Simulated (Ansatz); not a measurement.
## LiF (Fm-3m): G0W0 and the choice of datasets

```yaml
crystal:
  lattice:
    - [0.00000, 2.01300, 2.01300]
    - [2.01300, 0.00000, 2.01300]
    - [2.01300, 2.01300, 0.00000]
  atoms:
    - { symbol: Li, position: [0.00000, 0.00000, 0.00000] }
    - { symbol: F, position: [0.50000, 0.50000, 0.50000] }
```

Held fixed (Ansatz):

- orbitals: PBE
- k mesh: 4×4×4
- empty bands: 105
- response cutoff: 200 eV
- frequencies: plasmon pole, fitted at 0 and 26i eV
- q → 0 term: analytic weight of Carrier, Rohra and Görling
- band sums: cut at the band count

The gap is read direct at Γ, linearised, between the Kohn-Sham band edges among the points solved. The direct gap is read between the top filled and lowest empty Kohn-Sham band at Γ. ε∞ is the electronic dielectric constant on this mesh.

```json
{"datasets, wave cutoff": "all-electron, 3300 eV", "KS gap (eV)": "9.08", "G0W0 gap (eV)": "13.40", "direct at Γ (eV)": "13.40", "ε∞": "2.0"}
{"datasets, wave cutoff": "hard PAW, 700 eV", "KS gap (eV)": "9.08", "G0W0 gap (eV)": "13.40", "direct at Γ (eV)": "13.40", "ε∞": "2.0"}
{"datasets, wave cutoff": "hand-made PAW, accurate, 1300 eV", "KS gap (eV)": "9.08", "G0W0 gap (eV)": "13.41", "direct at Γ (eV)": "13.41", "ε∞": "2.0"}
{"datasets, wave cutoff": "hand-made PAW, 1050 eV", "KS gap (eV)": "9.08", "G0W0 gap (eV)": "?", "direct at Γ (eV)": "?", "ε∞": "?"}
{"datasets, wave cutoff": "JTH PAW, 700 eV", "KS gap (eV)": "9.07", "G0W0 gap (eV)": "13.32", "direct at Γ (eV)": "13.32", "ε∞": "2.0"}
{"datasets, wave cutoff": "soft PAW (1st gen.), 420 eV", "KS gap (eV)": "9.11", "G0W0 gap (eV)": "13.38", "direct at Γ (eV)": "13.38", "ε∞": "2.0"}
{"datasets, wave cutoff": "norm-conserving, 1320 eV", "KS gap (eV)": "9.07", "G0W0 gap (eV)": "13.21", "direct at Γ (eV)": "13.21", "ε∞": "2.0"}
```

Fill in the row for hand-made PAW, 1050 eV.

G0W0 gap 13.41 eV, direct at Γ 13.41 eV, ε∞ 2.0.

The cell is a model at fixed atoms and needn't be the relaxed known crystal. Soft PAW datasets can miss an all-electron G0W0 gap by more than 5 %. With norm-conserving pseudopotentials the core–valence exchange is only approximate, which can shift gaps by tenths of an eV and RPA lattice constants by most of a per cent. The mesh is coarse, so these are values at the stated settings, not converged ones. Band sums or response are cut, so the gap isn't at its basis limit.
